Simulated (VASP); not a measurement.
## CsBr: relaxation of cell and atoms with PBEsol

The system is CsBr.

```
CELL_PARAMETERS angstrom
4.28600 0.00000 0.00000
0.00000 4.28600 0.00000
0.00000 0.00000 4.28600
ATOMIC_POSITIONS crystal
Cs 0.00000 0.00000 0.00000
Br 0.50000 0.50000 0.50000
```

```
Program                : VASP 6.6.1
Task                   : relaxation of cell and atoms
Functional             : PBEsol
Potentials or basis    : VASP PAW PBE potentials, release 64 (Cs_sv, Br)
Cutoff                 : 600 eV
k mesh                 : 6 × 6 × 6
Occupations            : gaussian, width 0.02 eV
Spin                   : no spin polarisation
Dipole correction      : no
Further INCAR settings : ALGO = Normal; EDIFF = 1e-06; IBRION = 2; EDIFFG = -0.005; NSW = 100; ISIF = 3
```

```yaml
Relaxed_volume: 38.37 Å³/atom
Relaxed_cell: a = 4.250 Å, b = 4.250 Å, c = 4.250 Å, α = 90.00°, β = 90.00°, γ = 90.00°
Space_group_after_relaxing_to_0.05_Å: Pm-3m (No. 221)
Energy_gained_by_relaxing: 1.3 meV/atom
Ionic_steps: 3
Pressure_after_relaxing: 0.0 GPa
Band_gap_on_the_k_mesh: 4.42 eV, direct
```

Step by step:
| step | energy change (eV) | largest force (eV/Å) | pressure (GPa) | volume (Å³) |
| --- | --- | --- | --- | --- |
| 1 | 0.0000 | 0.0000 | -0.39 | 78.73 |
| 2 | -0.0020 | 0.0000 | -0.19 | 77.64 |
| 3 | -0.0026 | 0.0000 | -0.01 | 76.75 |

Final structure:
```yaml
crystal:
  lattice:
    - [4.24965, 0.00000, 0.00000]
    - [0.00000, 4.24965, 0.00000]
    - [0.00000, 0.00000, 4.24965]
  atoms:
    - { symbol: Cs, position: [0.00000, 0.00000, 0.00000] }
    - { symbol: Br, position: [0.50000, 0.50000, 0.50000] }
```

Levels at points of the mesh, in eV from the valence-band top:
```
           k point  band 6  band 7  band 8  band 9  band 10  band 11
(0.00, 0.00, 0.00)    0.00    0.00    0.00    4.42     4.76     4.76
(0.50, 0.00, 0.00)   -1.43   -0.24   -0.24    5.83     7.33     7.74
(0.50, 0.50, 0.00)   -0.60   -0.60   -0.01    5.15     5.39     7.18
(0.50, 0.50, 0.50)   -1.28   -1.28   -1.28    8.38     8.38     8.38
```

Wall time 25 s on 1 thread of AMD EPYC 9R45 96-Core Processor (Zen 5), on a shared host, peak memory 0.19 GiB.

Caveat: the PAW data sets were made with another functional, which shifts forces and pressure a little; spin-orbit coupling is left out, which moves the levels of the heavy elements. A hybrid or GW would open this gap; PBEsol tends to underestimate it.
